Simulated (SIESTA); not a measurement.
Crystal: Sb.

```
CELL_PARAMETERS angstrom
2.15420 1.24373 3.75800
-2.15420 1.24373 3.75800
0.00000 -2.48746 3.75800
ATOMIC_POSITIONS crystal
Sb 0.76651 0.76651 0.76651
Sb 0.23349 0.23349 0.23349
```

Base run:

* Program: SIESTA 5.4.2
* Functional: PBE
* Potentials or basis: SG15 1.2 (PBE files) or PseudoDojo by element
* Basis: DZP (energy shift 0.002 Ry)
* Grid cutoff: 500 Ry
* Energy shift: 0.002 Ry
* k mesh: 8 × 8 × 8
* Occupations: fermi-dirac, width 0.05 eV
* Spin: no spin polarisation

Its results: band gap on the k mesh none (metal or under the smearing width); pressure 5.6 GPa; largest force 0.235 eV/Å.

Problem. The run is repeated on the same cell with these changes: functional from PBE to vdW-DF-cx; potentials or basis from SG15 1.2 (PBE files) or PseudoDojo by element to PseudoDojo 0.4 standard (PBE files). What comes out?

Solution. Band gap on the k mesh none (metal or under the smearing width); pressure 2.3 GPa; largest force 0.289 eV/Å.

Caveats: semicore shells carry a single zeta, which can move pressures by several GPa and volumes by a few percent; the basis of atomic orbitals isn't converged, which shifts pressures, moduli and gaps; the potentials were made for another functional, which shifts forces and pressure (some runs).

Not every run made on this cell is shown here.
